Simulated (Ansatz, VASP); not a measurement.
# Ge2Sb2Te5: VASP beside Ansatz

```
Ge Sb Te
1.0
     4.26483    0.00000    0.00000
    -2.13242    3.69345    0.00000
     0.00000    0.00000   17.99911
Ge Sb Te
2 2 5
Direct
  0.00000 0.00000 0.33225
  0.00000 0.00000 0.66775
  0.33333 0.66667 0.11266
  0.66667 0.33333 0.88734
  0.00000 0.00000 0.00000
  0.33333 0.66667 0.79011
  0.66667 0.33333 0.20989
  0.33333 0.66667 0.41104
  0.66667 0.33333 0.58896
```

The cell comes from a database or a generator and needn't be the stable form of this composition.

Alike in both runs: task relaxation of cell and atoms; functional PBE; k mesh 9 × 9 × 2; occupations gaussian, width 0.01 eV; no spin polarisation.

|  | VASP | Ansatz |
| --- | --- | --- |
| version | VASP 6.6.1 | Ansatz 0.2.0 |
| potentials or method | VASP PAW PBE potentials, release 64 (Ge_d, Sb, Te) | scalar-relativistic, plane waves, PAW |
| plane-wave cutoff (eV) | 600 | 420 |
| valence electrons in the cell | 68 | 138 |

```csv
,VASP,Ansatz,Ansatz less VASP
"gap on the k mesh at the Fermi level, each at its own relaxed structure (eV)",0.17,0.18,+0.017
relaxed volume (Å³/atom),31.51,31.65,+0.137
relaxed cell length with the largest relative difference (Å),18.017,18.098,+0.0804
```

The two sets of potentials don't hold the same shells in valence.

Caveats: spin-orbit coupling is left out, which moves the levels of the heavy elements; an odd mesh through Γ misses points on the zone boundary, where band edges often lie; this functional lacks dispersion, which binds the layers, so the pressure and a relaxed spacing across them are unreliable.
